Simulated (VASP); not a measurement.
Level of theory: LDA (Ceperley-Alder, Perdew-Zunger), VASP's LDA PAW potentials (set 64) (plane waves; VASP).

The input files of a VASP run:

KPOINTS:
```
Automatic mesh
0
Gamma
8 8 8
0 0 0
```

**POSCAR**
```
CsBr
1
    4.1455202491     0.0000000000     0.0000000000
    0.0000000000     4.1455202491     0.0000000000
    0.0000000000     0.0000000000     4.1455202491
Cs Br
1 1
Direct
  0.0000000000   0.0000000000   0.0000000000
  0.5000000000   0.5000000000   0.5000000000
```

INCAR:
```
ALGO = Normal
CSHIFT = 0.1
EDIFF = 1E-7
ENCUT = 400
ISMEAR = 0
LASPH = .TRUE.
LCHARG = .FALSE.
LMAXMIX = 4
LOPTICS = .TRUE.
LREAL = .FALSE.
LWAVE = .FALSE.
NBANDS = 36
NEDOS = 1001
NELM = 100
PREC = Accurate
SIGMA = 0.01
SYSTEM = CsBr
```

POTCAR, in this order: Cs_sv Br (LDA.64 set). Program: vasp_std.

What VASP printed:

**OUTCAR**
```
 ion  position               nearest neighbor table
   1  0.000  0.000  0.000-
   2  0.500  0.500  0.500-
  LATTYP: Found a simple cubic cell.
 ALAT       =     4.1455202491
 Subroutine PRICEL returns:
 Original cell was already a primitive cell.
 Subroutine GETGRP returns: Found 48 space group operations
The static configuration has the point symmetry O_h .
The dynamic configuration has the point symmetry O_h .
 Subroutine INISYM returns: Found 48 space group operations
 Subroutine IBZKPT returns following result:
 Found     35 irreducible k-points:

 Following reciprocal coordinates:
            Coordinates               Weight
  0.000000  0.000000  0.000000      1.000000
  0.125000  0.000000  0.000000      6.000000
  0.250000  0.000000  0.000000      6.000000
  0.375000  0.000000  0.000000      6.000000
  0.500000  0.000000  0.000000      3.000000
  0.125000  0.125000  0.000000     12.000000
  0.250000  0.125000  0.000000     24.000000
  0.375000  0.125000  0.000000     24.000000
  0.500000  0.125000  0.000000     12.000000
  0.250000  0.250000  0.000000     12.000000
  0.375000  0.250000  0.000000     24.000000
  0.500000  0.250000  0.000000     12.000000
  0.375000  0.375000  0.000000     12.000000
  0.500000  0.375000  0.000000     12.000000
  0.500000  0.500000  0.000000      3.000000
  0.125000  0.125000  0.125000      8.000000
  0.250000  0.125000  0.125000     24.000000
  0.375000  0.125000  0.125000     24.000000
  0.500000  0.125000  0.125000     12.000000
  0.250000  0.250000  0.125000     24.000000
  0.375000  0.250000  0.125000     48.000000
  0.500000  0.250000  0.125000     24.000000
  0.375000  0.375000  0.125000     24.000000
  0.500000  0.375000  0.125000     24.000000
  0.500000  0.500000  0.125000      6.000000
  0.250000  0.250000  0.250000      8.000000
  0.375000  0.250000  0.250000     24.000000
  0.500000  0.250000  0.250000     12.000000
  0.375000  0.375000  0.250000     24.000000
  0.500000  0.375000  0.250000     24.000000
  0.500000  0.500000  0.250000      6.000000
  0.375000  0.375000  0.375000      8.000000
  0.500000  0.375000  0.375000     12.000000
  0.500000  0.500000  0.375000      6.000000
  0.500000  0.500000  0.500000      1.000000
   k-points           NKPTS =     35   k-points in BZ     NKDIM =     35   number of bands    NBANDS=     36
   number of dos      NEDOS =   1001   number of ions     NIONS =      2
   total plane-waves  NPLWV =  21952
   dimension x,y,z NGX =    28 NGY =   28 NGZ =   28
   dimension x,y,z NGXF=    56 NGYF=   56 NGZF=   56
   ions per type =               1   1
   PREC   = accura    normal or accurate (medium, high low for compatibility)
   ISTART =      0    job   : 0-new  1-cont  2-samecut
   ICHARG =      2    charge: 1-file 2-atom 10-const
   ISPIN  =      1    spin polarized calculation?
   LNONCOLLINEAR =      F non collinear calculations
   LSORBIT =      F    spin-orbit coupling
   INIWAV =      1    electr: 0-lowe 1-rand  2-diag
   ENCUT  =  400.0 eV  29.40 Ry    5.42 a.u.   6.76  6.76  6.76*2*pi/ulx,y,z
   NELM   =    100;   NELMIN=  2; NELMDL= -5     # of ELM steps
   EDIFF  = 0.1E-06   stopping-criterion for ELM
   LREAL  =      F    real-space projection
   NLSPLINE    = F    spline interpolate recip. space projectors
   LMAXMIX     =    4 max onsite mixed and CHGCAR
   VOSKOWN=      0    Vosko Wilk Nusair interpolation
   EDIFFG = 0.1E-05   stopping-criterion for IOM
   NSW    =      0    number of steps for IOM
   NBLOCK =      1;   KBLOCK =      1    inner block; outer block
   IBRION =     -1    ionic relax: 0-MD 1-quasi-New 2-CG
...
```

OSZICAR:
```
       N       E                     dE             d eps       ncg     rms          rms(c)
DAV:   1     0.660019805218E+02    0.66002E+02   -0.48420E+03  2520   0.313E+02
DAV:   2    -0.366049139272E+01   -0.69662E+02   -0.64710E+02  3100   0.843E+01
DAV:   3    -0.701824189500E+01   -0.33578E+01   -0.33260E+01  3100   0.177E+01
DAV:   4    -0.703289958464E+01   -0.14658E-01   -0.14656E-01  2904   0.124E+00
DAV:   5    -0.703294811458E+01   -0.48530E-04   -0.48529E-04  3032   0.753E-02    0.179E+00
DAV:   6    -0.683316144417E+01    0.19979E+00   -0.25858E-02  2876   0.993E-01    0.101E+00
DAV:   7    -0.679622786116E+01    0.36934E-01   -0.21490E-02  2984   0.639E-01    0.534E-01
DAV:   8    -0.679334248085E+01    0.28854E-02   -0.61757E-03  2948   0.227E-01    0.969E-02
DAV:   9    -0.679317363121E+01    0.16885E-03   -0.13176E-04  2912   0.512E-02    0.501E-02
DAV:  10    -0.679318244086E+01   -0.88096E-05   -0.57382E-05  2944   0.231E-02    0.181E-02
DAV:  11    -0.679317906394E+01    0.33769E-05   -0.14306E-05  2788   0.122E-02    0.149E-02
DAV:  12    -0.679317728302E+01    0.17809E-05   -0.22644E-06  2788   0.461E-03    0.148E-03
DAV:  13    -0.679317728548E+01   -0.24565E-08   -0.18759E-07  2924   0.123E-03
   1 F= -.67931773E+01 E0= -.67931773E+01  d E =-.211158E-19
 imaginary and real dielectric function
```

File OUTCAR:
```
------------------------ aborting loop because EDIFF is reached ----------------------------------------
  FORCE on cell =-STRESS in cart. coord.  units (eV):
  Direction    XX          YY          ZZ          XY          YZ          ZX
  --------------------------------------------------------------------------------------
  Total        0.0017164      0.0017164      0.0017164      0.0000000      0.0000000     -0.0000000
  in kB        0.0386000      0.0386000      0.0386000      0.0000000      0.0000000     -0.0000000
  external PRESSURE =       0.0386000 kB  Pullay stress =       0.0000000 kB
  volume of cell :       71.24
      direct lattice vectors                 reciprocal lattice vectors
     4.145520249  0.000000000  0.000000000     0.241224247  0.000000000  0.000000000
     0.000000000  4.145520249  0.000000000     0.000000000  0.241224247  0.000000000
     0.000000000  0.000000000  4.145520249     0.000000000  0.000000000  0.241224247
 POSITION                                       TOTAL-FORCE (eV/Angst)
 -----------------------------------------------------------------------------------
      0.00000      0.00000      0.00000         0.000000      0.000000      0.000000
      2.07276      2.07276      2.07276         0.000000      0.000000      0.000000
 -----------------------------------------------------------------------------------
    total drift:                                0.000000      0.000000      0.000000
  FREE ENERGIE OF THE ION-ELECTRON SYSTEM (eV)
  ---------------------------------------------------
  free  energy   TOTEN  =        -6.7931772855 eV

  energy  without entropy=       -6.7931772855  energy(sigma->0) =       -6.79317729

 plasma frequency squared (from intraband transitions) (eV^2)
  --------------------------------------------------------------------------------------
       0.000      -0.000      -0.000
      -0.000       0.000       0.000
      -0.000       0.000       0.000

 plasma frequency squared (from interband transitions, int dw w eps(2)(w)) (eV^2)
  --------------------------------------------------------------------------------------
     304.842       0.000      -0.000       0.000       0.000      -0.000
      -0.000      -0.000     304.842       0.000      -0.000       0.000
       0.000       0.000      -0.000      -0.000     304.842       0.000
```
(Selected blocks of OUTCAR.)

The structure comes from a computed database's CsBr entry (Pm-3m); how it stands against other phases isn't given here. It was relaxed first, which changed the volume by -12 %.
